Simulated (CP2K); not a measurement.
The system is Al2O3.

```xyz
10
Lattice="4.6138 0.0000 0.0000 0.0000 9.5633 0.0000 0.0000 0.0000 3.1199" Properties=species:S:1:pos:R:3 pbc="T T T"
Al    4.5352    7.8856    0.0000
Al    0.0785    1.6777    0.0000
Al    2.2283    6.4593    1.5599
Al    2.3854    3.1040    1.5599
O     2.3069    4.7816    1.5599
O     0.5704    7.2016    1.5599
O     1.7365    2.4200    0.0000
O     2.8773    7.1433    0.0000
O     0.0000    0.0000    0.0000
O     4.0434    2.3617    1.5599
```

Measurements of this composition are mostly on another form, of space group No. 167.

Program: CP2K 2026.2. Alike in all runs: task single point; potentials or basis POTENTIAL_UZH Al GTH-PBE-q3, O GTH-PBE-q6; DZVP-MOLOPT-PBE-GTH basis; no spin polarisation; cell as given; k mesh 5 × 2 × 7; smearing fermi-dirac 0.05 eV.

Order these runs on this cell by their band gap on the k mesh, lowest first.
A. level RPBE
B. level PBEsol
C. level OLYP

B (3.43 eV), A (3.69 eV), C (3.93 eV).

Caveats: the basis of atomic orbitals isn't converged, which shifts pressures, moduli and gaps.
